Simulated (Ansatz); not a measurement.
## How high a cutoff does the level of V_O in SiO2 (P3_121) need?

Aim: the (+1/0) level of V_O in SiO2 (P3_121) as a function of the plane-wave cutoff, with the cost of each choice. The model is a cell of 72 host atoms with 1 O taken out; the atoms are relaxed once and then held.

Method: plane-wave PAW DFT; relaxations with PBEsol, then single points with PBEsol, on supercells at fixed charge in a uniform background, in Ansatz 0.2.0.

Report form: the programs' logs are mostly left out.

### 1. Starting point

The cell holds 71 atoms: 24 Si and 47 O. Cell: a = 9.897 Å, b = 9.897 Å, c = 10.883 Å, α = 90.0°, β = 90.0°, γ = 120.0°. It derives from SiO2 (space group P3_121). Nearest the centre at fractional (0.294, 0.427, 0.559): Si10 at 1.62 Å, Si29 at 1.62 Å, O9 at 2.63 Å, O33 at 2.64 Å, O15 at 2.64 Å, O34 at 2.65 Å, O14 at 2.67 Å, O4 at 2.67 Å. The cell carries charge +1.

As a file:

```xyz
71
Lattice="9.8968 0.0000 0.0000 -4.9484 8.5709 0.0000 0.0000 0.0000 10.8826" Properties=species:S:1:pos:R:3 pbc="T T T"
Si    1.3106    2.2701    0.0000
Si   -1.1636    2.0154    3.6275
Si    2.3271    0.0000    1.8138
O     0.3011    1.7677    4.2735
O     0.7928    3.6623    0.6460
O    -1.0939    3.1409    2.4598
O     1.3803    1.1446    1.1678
O     3.2670    0.6231    2.9815
O     2.7753    2.5178    4.7953
Si    1.3106    2.2701    5.4413
Si   -1.1636    2.0154    9.0688
Si    2.3271    0.0000    7.2551
O     0.3011    1.7677    9.7148
O    -1.0939    3.1409    7.9011
O     1.3803    1.1446    6.6091
O     3.2670    0.6231    8.4228
O     2.7753    2.5178   10.2366
Si   -1.1636    6.5555    0.0000
Si   -3.6378    6.3008    3.6275
Si   -0.1471    4.2854    1.8138
O    -2.1731    6.0531    4.2735
O    -1.6814    7.9478    0.6460
O    -3.5681    7.4263    2.4598
O    -1.0939    5.4300    1.1678
O     0.7928    4.9085    2.9815
O     0.3011    6.8032    4.7953
Si   -1.1636    6.5555    5.4413
Si   -3.6378    6.3008    9.0688
Si   -0.1471    4.2854    7.2551
O    -2.1731    6.0531    9.7148
O    -1.6814    7.9478    6.0873
O    -3.5681    7.4263    7.9011
O    -1.0939    5.4300    6.6091
O     0.7928    4.9085    8.4228
O     0.3011    6.8032   10.2366
Si    6.2590    2.2701    0.0000
Si    3.7848    2.0154    3.6275
Si    7.2755    0.0000    1.8138
O     5.2495    1.7677    4.2735
O     5.7412    3.6623    0.6460
O     3.8545    3.1409    2.4598
O     6.3287    1.1446    1.1678
O     8.2154    0.6231    2.9815
O     7.7237    2.5178    4.7953
Si    6.2590    2.2701    5.4413
Si    3.7848    2.0154    9.0688
Si    7.2755    0.0000    7.2551
O     5.2495    1.7677    9.7148
O     5.7412    3.6623    6.0873
O     3.8545    3.1409    7.9011
O     6.3287    1.1446    6.6091
O     8.2154    0.6231    8.4228
O     7.7237    2.5178   10.2366
Si    3.7848    6.5555    0.0000
Si    1.3106    6.3008    3.6275
Si    4.8013    4.2854    1.8138
O     2.7753    6.0531    4.2735
O     3.2670    7.9478    0.6460
O     1.3803    7.4263    2.4598
O     3.8545    5.4300    1.1678
O     5.7412    4.9085    2.9815
O     5.2495    6.8032    4.7953
Si    3.7848    6.5555    5.4413
Si    1.3106    6.3008    9.0688
Si    4.8013    4.2854    7.2551
O     2.7753    6.0531    9.7148
O     3.2670    7.9478    6.0873
O     1.3803    7.4263    7.9011
O     3.8545    5.4300    6.6091
O     5.7412    4.9085    8.4228
O     5.2495    6.8032   10.2366
```

The host's dielectric constants go in as inputs: (2.49, 2.49, 2.52) for the electrons alone, (4.63, 4.63, 4.85) with the ions, computed on the host (DFPT, PBEsol).

The cell's shortest repeat is 9.9 Å.

### 2. Relaxing both charge states, PBEsol

The study needs fixed structures, so each charge is relaxed once, at one point at (¼, ¼, ¼), from small random displacements that break the symmetry of the site.

Contents of qp1_M1.relax/input.yaml:

```yaml
crystal:
  lattice:
    - [4.94840307, 0.0, 0.0]
    - [-2.47420154, 4.28544277, 0.0]
    - [0.0, 0.0, 5.44132159]
  atoms:
    - { symbol: Si, position: [0.529716, 0.529716, 0.0] }
    - { symbol: Si, position: [0.0, 0.470284, 0.666667] }
    - { symbol: Si, position: [0.470284, 0.0, 0.333333] }
    - { symbol: O, position: [0.267083, 0.412486, 0.785388] }
    - { symbol: O, position: [0.587514, 0.854597, 0.118721] }
    - { symbol: O, position: [0.145403, 0.732917, 0.452054] }
    - { symbol: O, position: [0.412486, 0.267083, 0.214612] }
    - { symbol: O, position: [0.732917, 0.145403, 0.547946] }
    - { symbol: O, position: [0.854597, 0.587514, 0.881279] }
  supercell: [2, 2, 2]
  defects: [{ vacancy: 13 }]
total_charge: 1
basis:
  ecutwfc: 420
  xc_grid: 2
hamiltonian:
  xc: pbesol
  pseudopotentials: { kind: paw, azcp: { folder: soft_1 }, xc_functional: pbe }
kpoints:
  mp_grid: { grid: [1, 1, 1], shift: [0.25, 0.25, 0.25] }
magnetization:
  spin_polarized: true
  initial_magnetization: 1
  spin_locking: { lock_magnetization: hard }
scf:
  occupations: { method: fixed }
  max_iter: 100
output:
  forces: true
  charged_corrections:
    epsilon: [2.49, 2.49, 2.52]
    static_epsilon: [4.63, 4.63, 4.85]
    defect_position: [0.293757, 0.427298, 0.55936]
relax:
  f_tol: 0.015
  max_steps: 60
  random_displacement: { amplitude: 0.04, seed: 1475 }
checkpoint:
  write: "../qp1_M1.relax.run"
  compress: false
  write_wavefunctions: true
  write_every: 100000
```

On the command line:

```console
> ansatz run input.yaml --threads 32 --pin off --max-ram 84787MiB --backend cuda --events-out ev --progress --plain --runs-dir out --max-vram 78GiB
```

The job ended after 11 s (1 × NVIDIA GB200 with 32 threads of Arm Neoverse V2, shared host; peak memory 1.5 GiB).

The steps of the relaxation:

| step | energy less that of the first step (eV) | largest force component (eV/Å) |
| --- | --- | --- |
| 1 | 0.0000 | 3.3412 |
| 2 | -1.1440 | 2.1321 |
| 3 | -2.1187 | 0.3601 |
| 4 | -2.1693 | 0.1038 |
| 5 | -2.1822 | 0.2039 |
| 6 | -2.1870 | 0.0775 |
| 7 | -2.1886 | 0.0301 |
| 8 | -2.1889 | 0.0345 |
| 9 | -2.1893 | 0.0068 |

The atoms that moved most (Å, from the sites as typed, ahead of the random displacement, the mean shift of all atoms taken out):

| atom | dx | dy | dz | length |
| --- | --- | --- | --- | --- |
| O33 | 0.242 | -0.224 | -0.281 | 0.433 |
| O4 | -0.142 | 0.144 | 0.165 | 0.261 |
| O31 | 0.051 | -0.170 | 0.132 | 0.221 |
| O14 | 0.090 | -0.124 | -0.091 | 0.178 |
| O9 | -0.091 | 0.131 | -0.017 | 0.160 |
| O44 | -0.140 | 0.058 | -0.049 | 0.160 |
| O39 | -0.130 | -0.024 | 0.088 | 0.159 |
| O26 | 0.019 | 0.104 | -0.091 | 0.140 |

The atoms nearest to the centre after the run:

| atom | distance (Å) |
| --- | --- |
| Si29 | 1.559 |
| Si10 | 1.659 |
| O33 | 2.270 |
| O4 | 2.490 |
| O9 | 2.513 |
| O34 | 2.569 |
| O14 | 2.573 |
| O15 | 2.708 |

| charge | moment set (μB) | steps | largest displacement (Å) | time |
| --- | --- | --- | --- | --- |
| 0 | 0 | 8 | 0.56 | 7.7 s |
| +1 | 1 | 9 | 0.43 | 11 s |

The relaxation ends 31 meV an atom lower than the displaced start, with a largest force component of 0.0068 eV/Å.

### 3. First setting: 250 eV

Total energies converge slowly with the cutoff, but a level is a difference between cells with the same atoms, so much of the error should cancel. The host is run again at each cutoff.

Contents of qp1_M1.e250/input.yaml:

```yaml
crystal:
  checkpoint: "../qp1_M1.relax.run"
  host: checkpoint
total_charge: 1
basis:
  ecutwfc: 250
  xc_grid: 2
hamiltonian:
  xc: pbesol
  pseudopotentials: { kind: paw, azcp: { folder: soft_1 }, xc_functional: pbe }
kpoints:
  mp_grid: { grid: [1, 1, 1], shift: [0.25, 0.25, 0.25] }
magnetization:
  spin_polarized: true
  initial_magnetization: 1
  spin_locking: { lock_magnetization: hard }
scf:
  occupations: { method: fixed }
  max_iter: 100
output:
  forces: true
  charged_corrections:
    epsilon: [2.49, 2.49, 2.52]
    static_epsilon: [4.63, 4.63, 4.85]
    defect_position: [0.293757, 0.427298, 0.55936]
  eigenvalues: true
checkpoint:
  write: "../qp1_M1.e250.run"
  compress: false
  write_wavefunctions: false
  write_every: 100000
```

The job ended after 1.9 s (1 × NVIDIA GB200 with 32 threads; peak memory 0.98 GiB).

Both charges and the host at this setting go to place-levels, which corrects for the image charge and aligns the potentials.

Contents of levels.e250.yaml:

```yaml
host:
  run: host.e250.run
states: [q0.e250.run, qp1_M1.e250.run]
geometry_from:
  q0.e250.run: q0.relax.run
  qp1_M1.e250.run: qp1_M1.relax.run
  host.e250.run: host.relax.run
```

On the command line:

```console
> ansatz place-levels levels.e250.yaml -- --threads 32 --pin off --max-ram 84787MiB
```

Run time: 0.24 s. Hardware: 32 threads.

At this setting the gap is 5.560 eV and (+1/0) lies 0.382 eV above the valence top.

### 4. The other settings

In the defect's inputs only the studied keys change. The next input; the others follow the same pattern (350 eV, 420 eV, 500 eV, 600 eV and 750 eV):

qp1_M1.e300/input.yaml, as its differences from qp1_M1.e250/input.yaml of step 3:

```diff
@@ -5,3 +5,3 @@
 basis:
-  ecutwfc: 250
+  ecutwfc: 300
   xc_grid: 2
@@ -27,3 +27,3 @@
 checkpoint:
-  write: "../qp1_M1.e250.run"
+  write: "../qp1_M1.e300.run"
   compress: false
```

500 eV: no level is given: the program refused to place it, or it failed a test of edges or alignment.

### 5. Result against cost

Times of the states on 1 × NVIDIA GB200 with 32 threads of Arm Neoverse V2, shared host; the host is run again at each setting, small cells on the processor where the program's card isn't needed:

| plane-wave cutoff | gap (eV) | (+1/0) above the valence top (eV) | under the conduction bottom (eV) | level less that at 750 eV (meV) | time, both charge states | time, host and placing | peak memory of a state (GiB) |
| --- | --- | --- | --- | --- | --- | --- | --- |
| 250 eV | 5.560 | 0.382 | 5.178 | -45 | 4.1 s | 7.8 s | 1.0 |
| 300 eV | 5.678 | 0.396 | 5.282 | -31 | 3.7 s | 6.8 s | 0.9 |
| 350 eV | 5.711 | 0.422 | 5.290 | -6 | 3.9 s | 6.8 s | 1.0 |
| 420 eV | 5.722 | 0.427 | 5.294 | 0 | 4.5 s | 33 s | 1.1 |
| 600 eV | 5.722 | 0.427 | 5.295 | 0 | 4.4 s | 11 s | 1.1 |
| 750 eV | 5.722 | 0.428 | 5.295 | 0 | 6.1 s | 14 s | 1.2 |

### 6. Summary of results

| Quantity | Value |
| --- | --- |
| (plus 1/0) level, 250 eV | 0.38 eV |
| (plus 1/0) level, 300 eV | 0.40 eV |
| (plus 1/0) level, 350 eV | 0.42 eV |
| (plus 1/0) level, 420 eV | 0.43 eV |
| (plus 1/0) level, 600 eV | 0.43 eV |
| (plus 1/0) level, 750 eV | 0.43 eV |

**Reading.** Over the settings in the table the level spans 0.045 eV; from 350 eV on, both the level and its depth under the conduction bottom lie within 0.02 eV of the reference (750 eV, 0.43 eV). The gap is off most at 250 eV, which moves it by 0.16 eV, and the level's depth under the conduction bottom by 0.12 eV. The largest miss of the level above the valence top is 45 meV, with 250 eV. The total energy of the charged cell falls by 70.5 eV over the same range, so nearly all of the basis error cancels in the level. Cell and atoms were held and forces were not judged; the files' recommended cutoff is 420 eV. Only the charges 0 and +1 were run, each from one start, so (+1/0) need not be a change between stable states. The host ran in cells of different size at different settings, so its times don't compare. Limits: one k-point off the zone centre stands for the whole zone; PBEsol makes the gap too small and tends to spread out bound carriers.

[Logs are printed without paths, hosts, clocks, repeated set-up lines and the standing remarks that a program may print on its own settings, such as how far it seeks lower states.]

[Hosts, paths, dates, database ids (printed as entryN), source tags and the programs' standing remarks are cut or masked in the printed files.]

[Where a table of states has a column of steps, it counts the stored structures, which are thinned; the runs took as many ionic steps or more.]

[For some hosts the program warned that the k-mesh of the response run may be too coarse for force constants and the static dielectric constant; such warnings are not shown here.]
